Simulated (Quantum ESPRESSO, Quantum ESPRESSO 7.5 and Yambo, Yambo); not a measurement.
# A GW chain in Yambo: Te2Mo (2H monolayer)

Wanted: ground state, empty states, screening and self-energy for Te2Mo (2H monolayer).

Main program and level: Quantum ESPRESSO 7.5 and Yambo 5.3.0; PBE and many-body steps on it, plane waves.

**Experimental background.**

- Gap 1.352 ± 0.003 eV: free-particle direct gap at K; magneto-absorption of Rydberg excitons; 4 K; monolayer (exfoliated monolayer encapsulated in hBN; kappa assumed 4.4) (“Revealing exciton masses and dielectric properties of monolayer semiconductors with high magnetic fields”, 2019, pmc:6744484).

- Gap 1.175 eV: optical gap, A:1s exciton energy at zero field; optical transmission; 4 K; monolayer (exfoliated monolayer encapsulated in hBN) (“Revealing exciton masses and dielectric properties of monolayer semiconductors with high magnetic fields”, 2019, pmc:6744484).

- Gap 1.9 eV: quasiparticle gap from dI/dV spectrum; scanning tunneling spectroscopy; 9 K; monolayer (MBE-grown monolayer on HOPG, 1H domain) on HOPG (“Electronic Janus lattice and kagome-like bands in coloring-triangular MoTe2 monolayers”, 2023, pmc:10562484).

- Gap 1.1 eV: direct optical gap (A exciton) from PL; photoluminescence; 300 K; monolayer (exfoliated monolayer on 90 nm SiO2/Si) on SiO2/Si (“Direct versus indirect band gap emission and exciton-exciton annihilation in atomically thin molybdenum ditelluride (MoTe2)”, 2016, arxiv:1602.03071).

Most raw output is cut from this account.

## 1. The structure

The cell holds 3 atoms: 1 Mo and 2 Te. Cell: a = 3.560 Å, b = 3.560 Å, c = 17.000 Å, α = 90.0°, β = 90.0°, γ = 120.0°. Vacuum lies along c.

The structure was relaxed with PBE. The runs that relaxed it are not among those shown. Spin-orbit coupling is left out unless a step names it.

## 2. Ground state

This step: Quantum ESPRESSO 7.5; DFT, PBE, plane waves, norm-conserving pseudopotentials.

The ground-state density comes first.

The input, pw.in:

```
&control
  calculation = 'scf'
  prefix = 'x'
  outdir = 'o'
  pseudo_dir = 'pseudo'
/
&system
  ibrav = 0
  nat = 3
  ntyp = 2
  ecutwfc = 88.0
  nbnd = 36
  force_symmorphic = .true.
/
&electrons
  conv_thr = 1e-10
  electron_maxstep = 80
  mixing_beta = 0.5
/
ATOMIC_SPECIES
  Mo 95.95 Mo.upf
  Te 127.6 Te.upf
CELL_PARAMETERS angstrom
  3.5604221049 0.0000000003 0.0000000000
  -1.7802110527 3.0834159909 0.0000000000
  0.0000000000 0.0000000000 17.0000000000
ATOMIC_POSITIONS crystal
  Mo 0.3333333333 0.6666666667 0.5000000000
  Te 0.6666666667 0.3333333333 0.6064934401
  Te 0.6666666667 0.3333333333 0.3935065599
K_POINTS automatic
  12 12 1 0 0 0
```

Command:

```
> OMP_NUM_THREADS=1 mpirun -n 4 pw.x -nk 4 -in pw.in > pw.out
```

The job ended after 87 s (4 MPI ranks of Arm Neoverse V1, shared host; peak memory 0.88 GiB; 5.8 min of CPU time).

Numbers from this step:

```yaml
total_energy: -17178.5869 eV
gap: 1.070 eV
k_of_the_valence_top: 0.3333, 0.3333, 0
k_of_the_conduction_bottom: 0.3333, 0.3333, 0
least_direct_gap: 1.070 eV
```

The gap is direct, at (0.333, 0.333, 0.000).

## 3. Bands along the symmetry lines

Levels along a band path, at the cheap level, show where the edges lie and whether the meshes to come will hold them.

The input, pw.in:

```
&control
  calculation = 'bands'
  prefix = 'x'
  outdir = 'o'
  pseudo_dir = 'pseudo'
/
&system
  ibrav = 0
  nat = 3
  ntyp = 2
  ecutwfc = 88.0
  nbnd = 37
  force_symmorphic = .true.
/
&electrons
  conv_thr = 1e-9
  electron_maxstep = 80
  diago_full_acc = .true.
  diago_thr_init = 5e-6
/
ATOMIC_SPECIES
  Mo 95.95 Mo.upf
  Te 127.6 Te.upf
CELL_PARAMETERS angstrom
  3.5604221049 0.0000000003 0.0000000000
  -1.7802110527 3.0834159909 0.0000000000
  0.0000000000 0.0000000000 17.0000000000
ATOMIC_POSITIONS crystal
  Mo 0.3333333333 0.6666666667 0.5000000000
  Te 0.6666666667 0.3333333333 0.6064934401
  Te 0.6666666667 0.3333333333 0.3935065599
K_POINTS crystal
  25
  0.00000000 0.00000000 0.00000000 1
  0.06250000 0.00000000 0.00000000 1
  0.12500000 0.00000000 0.00000000 1
  0.18750000 0.00000000 0.00000000 1
  0.25000000 0.00000000 0.00000000 1
  0.31250000 0.00000000 0.00000000 1
  0.37500000 0.00000000 0.00000000 1
  0.43750000 0.00000000 0.00000000 1
  0.50000000 0.00000000 0.00000000 1
  0.47916667 0.04166667 0.00000000 1
  0.45833333 0.08333333 0.00000000 1
  0.43750000 0.12500000 0.00000000 1
  0.41666666 0.16666666 0.00000000 1
  0.39583333 0.20833333 0.00000000 1
  0.37500000 0.25000000 0.00000000 1
  0.35416666 0.29166666 0.00000000 1
  0.33333333 0.33333333 0.00000000 1
  0.29166666 0.29166666 0.00000000 1
  0.25000000 0.25000000 0.00000000 1
  0.20833333 0.20833333 0.00000000 1
  0.16666666 0.16666666 0.00000000 1
  0.12500000 0.12500000 0.00000000 1
  0.08333333 0.08333333 0.00000000 1
  0.04166667 0.04166667 0.00000000 1
  0.00000000 0.00000000 0.00000000 1
```

Wall time 20 s (4 MPI ranks); peak memory 0.62 GiB.

This step gave:

* gap: 1.070 eV
* k of the valence top: 0.3333, 0.3333, 0
* k of the conduction bottom: 0.3333, 0.3333, 0
* least direct gap: 1.070 eV

The gap is 1.070 eV, as in the run before at this level.

The electronic bands at the labelled points (eV, zero at the top of the highest filled band):

| point | band 28 | band 29 | band 30 | band 31 | band 32 | band 33 | band 34 | band 35 |
| --- | --- | --- | --- | --- | --- | --- | --- | --- |
| Γ | -1.63 | -0.87 | -0.87 | -0.45 | 3.02 | 3.02 | 3.28 | 3.28 |
| halfway | -1.66 | -1.15 | -1.02 | -0.76 | 1.49 | 2.12 | 2.19 | 3.44 |
| M | -2.26 | -1.62 | -0.73 | -0.33 | 1.38 | 1.71 | 3.25 | 3.61 |
| halfway | -2.64 | -2.08 | -1.61 | -0.19 | 1.35 | 1.97 | 2.41 | 3.61 |
| K | -2.91 | -2.90 | -1.73 | 0.00 | 1.07 | 1.87 | 2.48 | 3.97 |
| halfway | -2.44 | -1.46 | -0.83 | -0.57 | 1.30 | 1.80 | 1.94 | 3.39 |
| Γ | -1.63 | -0.87 | -0.87 | -0.45 | 3.02 | 3.02 | 3.28 | 3.28 |

## 4. Empty states on the mesh, 6×6×1 mesh, 118 bands

The sums over transitions need many empty states on a uniform mesh; this step solves for them.

The input, pw.in:

```
&control
  calculation = 'nscf'
  prefix = 'x'
  outdir = 'o'
  pseudo_dir = 'pseudo'
/
&system
  ibrav = 0
  nat = 3
  ntyp = 2
  ecutwfc = 88.0
  nbnd = 118
  force_symmorphic = .true.
/
&electrons
  conv_thr = 1e-9
  electron_maxstep = 80
  diago_full_acc = .true.
  diago_thr_init = 5e-6
/
ATOMIC_SPECIES
  Mo 95.95 Mo.upf
  Te 127.6 Te.upf
CELL_PARAMETERS angstrom
  3.5604221049 0.0000000003 0.0000000000
  -1.7802110527 3.0834159909 0.0000000000
  0.0000000000 0.0000000000 17.0000000000
ATOMIC_POSITIONS crystal
  Mo 0.3333333333 0.6666666667 0.5000000000
  Te 0.6666666667 0.3333333333 0.6064934401
  Te 0.6666666667 0.3333333333 0.3935065599
K_POINTS automatic
  6 6 1 0 0 0
```

Run time: 59 s. Hardware: 4 MPI ranks; peak memory 1.1 GiB.

Numbers from this step:

* gap: 1.070 eV
* k of the valence top: 0.3333, 0.3333, 0
* k of the conduction bottom: 0.3333, 0.3333, 0
* least direct gap: 1.070 eV
* k points computed: 7
* lowest point of the top converged band, above the valence top: 32.00 eV

On this mesh the gap is 1.070 eV.

## 5. Conversion and set-up

This step: Yambo 5.3.0; conversion and set-up on PBE, plane waves, norm-conserving pseudopotentials.

The states are converted to the many-body program's format and the q mesh is built.

Command:

```
> (cd o/x.save; p2y > p2y.log; mv SAVE ../..); yambo > setup.log
```

The job ended after 3.6 s (1 MPI rank; peak memory 0.27 GiB).

## 6. Screening and self-energy, 6×6×1 mesh, 118 bands, screening to 108.8 eV

G0W0 replaces the xc potential by the self-energy, built once from these orbitals. Only a window of levels is corrected, while the sums run over the empty bands that the input names.

This step: G0W0 on PBE, plane waves, norm-conserving pseudopotentials.

The input, gw1.in:

```
HF_and_locXC
gw0
dyson
ppa
em1d
rim_cut
rim_w
RandQpts= 3000000
RandGvec= 100 RL
CUTGeo= "slab z"
RandGvecW= 9 RL
EXXRLvcs= 88 Ry
VXCRLvcs= 352 Ry
Chimod= "HARTREE"
% BndsRnXp
 1 | 118 |
%
NGsBlkXp= 8 Ry
% LongDrXp
 1 | 1 | 0 |
%
% GbndRnge
 1 | 118 |
%
DysSolver= "n"
ExtendOut
PPAPntXp= 27.21138 eV
% QPkrange
 1 | 7 | 26 | 35 |
%
```

Command:

```
> OMP_NUM_THREADS=1 mpirun -n 4 yambo -F gw1.in -J gw1 -C gw1 > gw1.log
```

Elapsed: 19 min, on 4 MPI ranks; peak memory 4.6 GiB; 74 min of CPU time.

This step gave:

| Item | Value |
| --- | --- |
| G0W0 gap on the mesh | 1.745 eV |
| starting gap on the mesh | 1.070 eV |
| k of the valence top | 0.3333, 0.3333, 0 |
| k of the conduction bottom | 0.3333, 0.3333, 0 |
| least direct G0W0 gap on the computed points | 1.745 eV |
| Z at the valence top | 0.7210 |
| Z at the conduction bottom | 0.7147 |

The gap on the mesh goes from 1.07 eV to 1.74 eV, a correction of +0.68 eV.

Limits: finite bands, cutoff and mesh; no spin-orbit coupling. v1 is the top filled band, c1 the lowest empty one. The levels before and after the correction (eV, zero at the valence-band top of each column):

```csv
,conduction bottom,valence top
Kohn-Sham,1.07,0.00
G0W0,1.74,0.00
```

```csv
,level,energy (eV)
Kohn-Sham,(0.333 0.333 0) v4,-2.911
Kohn-Sham,(0.333 0.333 0) v3,-2.898
Kohn-Sham,(0.333 0.333 0) v2,-1.726
Kohn-Sham,(0.333 0.333 0) v1,0.000
Kohn-Sham,(0.333 0.333 0) c1,1.070
Kohn-Sham,(0.333 0.333 0) c2,1.873
Kohn-Sham,(0.333 0.333 0) c3,2.478
Kohn-Sham,(0.333 0.333 0) c4,3.973
G0W0,(0.333 0.333 0) v4,-3.445
G0W0,(0.333 0.333 0) v3,-3.562
G0W0,(0.333 0.333 0) v2,-2.122
G0W0,(0.333 0.333 0) v1,0.000
G0W0,(0.333 0.333 0) c1,1.745
G0W0,(0.333 0.333 0) c2,2.436
G0W0,(0.333 0.333 0) c3,3.149
G0W0,(0.333 0.333 0) c4,4.726
```

## 7. Where the time went

Times are wall times on the hardware named with each run, good to a factor of about two.

```
                          step    time  share  memory (GiB)
                  ground state    87 s    7 %          0.88
bands along the symmetry lines    20 s    2 %          0.62
      empty states on the mesh    59 s    5 %           1.1
         conversion and set-up   3.6 s    0 %          0.27
     screening and self-energy  19 min   87 %           4.6
```

## 8. Outcome

| Quantity | Value |
| --- | --- |
| PBE gap | 1.07 eV, direct |
| G0W0 gap on the mesh | 1.74 eV |
| GW settings | 6×6×1 mesh, 118 bands, screening to 108.8 eV, Godby-Needs plasmon pole |
| known limits | not at the basis limit; no spin-orbit coupling |

**Reading.** G0W0 moves the gap on the mesh from 1.07 eV to 1.74 eV (+0.68 eV), with Z of 0.72 and 0.71 at the edges. The dearest step here is «screening and self-energy». Against experiment, by G0W0@PBE: the direct gap of 1.74 eV lies +0.39 eV from the measured 1.352 ± 0.003 eV (electronic, 4 K, encapsulated, 2019); the direct gap of 1.74 eV lies +0.57 eV from the measured 1.175 eV (exciton, 4 K, encapsulated, 2019); the gap of 1.74 eV lies −0.16 eV from the measured 1.9 eV (electronic, 9 K, on HOPG, 2023); the direct gap of 1.74 eV lies +0.64 eV from the measured 1.1 eV (exciton, 300 K, on SiO2/Si, 2016). An exciton line or allowed optical edge lies below the quasiparticle gap by the binding energy; a forbidden edge can push the onset above it. The computed sheet is free-standing; a substrate or cover screens it further and lowers both gap and binding, while the exciton line moves little. The calculation has static nuclei and no excitons; a measured gap holds zero-point and thermal motion, which mostly lowers it. With atoms this heavy the missing spin-orbit coupling can matter too. Bands and cutoff are finite, so the gap is not at the basis limit. The miss can reach some tenths of an eV and take either sign; the mesh is an error of its own.

[Paths, hosts, dates, memory and timing lines, banners, echoed tables and standing remarks are left out of the program output.]

[Logs are printed without paths, hosts, clocks, repeated set-up lines and the standing remarks that a program may print on its own settings, such as how far it seeks lower states.]

[Runs of the session that timed out or met a known fault of the program may be left out.]

[Hosts, paths, dates, database ids (printed as entryN), source tags and the programs' standing remarks are cut or masked in the printed files.]
